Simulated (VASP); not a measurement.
Write the native input for VASP 6.6.1 that does the following.

| Item | Value |
| --- | --- |
| Task | single point |
| Functional | LDA |
| Potentials or basis | VASP PAW LDA potentials, release 64 (Li_sv, H) |
| Cutoff | 520 eV |
| k mesh | 14 × 14 × 14 |
| Occupations | gaussian, width 0.02 eV |
| Spin | no spin polarisation |
| Dipole correction | no |
| Further INCAR settings | ALGO = Fast; EDIFF = 1e-06; NBANDS = 9 |

The structure of LiH lies in POSCAR:

```
LiH
1.0
    2.4123000000      0.0000000000      0.0000000000
    0.0000000000      2.4123000000      0.0000000000
    0.0000000000      0.0000000000      2.4123000000
Li H
1 1
Direct
    0.0000000000      0.0000000000      0.0000000000
    0.5000000000      0.5000000000      0.5000000000
```

The cell comes from a database or a generator and needn't be the stable form of this composition.

These files were run (other wordings do the same):

INCAR

```
PREC     = Accurate       # precision mode
ENCUT    = 520            # plane-wave cutoff, eV
EDIFF    = 1E-6           # SCF threshold, eV
ISMEAR   = 0              # smearing method
SIGMA    = 0.02           # smearing width, eV
LREAL    = F              # projectors in reciprocal space
LASPH    = T              # aspherical terms in the spheres
NELM     = 60             # most SCF steps
ALGO     = Fast           # electronic algorithm
ISIF     = 2              # what is computed and relaxed
LWAVE    = F              # write WAVECAR
LCHARG   = F              # write CHGCAR
NBANDS   = 9              # bands
```

KPOINTS

```
regular mesh
0
Gamma
  14 14 14
```

Potentials or basis: VASP PAW LDA potentials, release 64 (Li_sv, H).

Command:

```sh
$ cat potpaw_LDA.64/Li_sv/POTCAR potpaw_LDA.64/H/POTCAR > POTCAR
$ mpirun -np 1 vasp_std > vasp.out
```

It gave:

```
Band gap on the k mesh : 0.34 eV, indirect (least direct gap 3.90 eV)
```

Run time: 5.3 s on 1 thread of Intel(R) Xeon(R) 6975P-C (Granite Rapids) (shared host), peak memory 0.11 GiB.
